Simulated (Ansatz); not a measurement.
**GeS under strain — field gradients at the nuclei**

The cell is a structure deposited in the COD, relaxed with PBE at fixed cell and then changed (z stretched by 1 %, ions relaxed).

```
Ge S
1.0
    10.47000    0.00000    0.00000
     0.00000    3.64100    0.00000
     0.00000    0.00000    4.33997
Ge S
4 4
Direct
  0.62124 0.25000 0.36919
  0.87876 0.75000 0.86919
  0.12124 0.25000 0.13081
  0.37876 0.75000 0.63081
  0.85026 0.25000 0.49741
  0.64974 0.75000 0.99741
  0.35026 0.25000 0.00259
  0.14974 0.75000 0.50259
```

Atom numbers follow the list; atoms alike are taken as one site, whose name carries the number of the first.

Method: Kohn–Sham DFT in Ansatz, PBE, plane waves and PAW, scalar-relativistic, 420 eV cutoff, Γ-centred 5×12×10 k-points, Fermi–Dirac smearing 0.02 eV.

C_Q = eQV_zz/h, which is 24.18 MHz for Q = 1 b and V_zz = 10²¹ V/m²; η = (V_xx − V_yy)/V_zz.

⁷³Ge: I = 9/2, Q = -196.0 mb; ³³S: I = 3/2, Q = -69.40 mb. Nuclear quadrupole moments: year-2017 set (Pyykkö).

```json
{"site": "Ge", "atoms (order as listed)": "1, 2, 3, 4", "first shell": "3 S at 2.45–2.46 Å; also 3 S at 3.25–3.29 Å", "V_xx, V_yy, V_zz (10²¹ V/m²)": "2.55, 4.94, -7.50", "η": "0.32", "C_Q (MHz)": "35.5"}
{"site": "S", "atoms (order as listed)": "5, 6, 7, 8", "first shell": "3 Ge at 2.45–2.46 Å; also 3 Ge at 3.25–3.29 Å", "V_xx, V_yy, V_zz (10²¹ V/m²)": "2.51, 2.79, -5.30", "η": "0.05", "C_Q (MHz)": "8.89"}
```

At Ge and S V_zz stands upright on the plane through its three neighbours (within 12°) in each case.

The relaxation (3 steps) took 3.4 min of wall time (3.4 min of CPU time) and 1.1 GiB at its peak, on 1 thread of Intel Xeon Platinum 8259CL CPU @ 2.50GHz (Skylake/Cascade Lake) (x86_64; 16 cores open to the job, memory cap 3.0 GiB, no GPU), a shared host with a load of 0.4 a core.
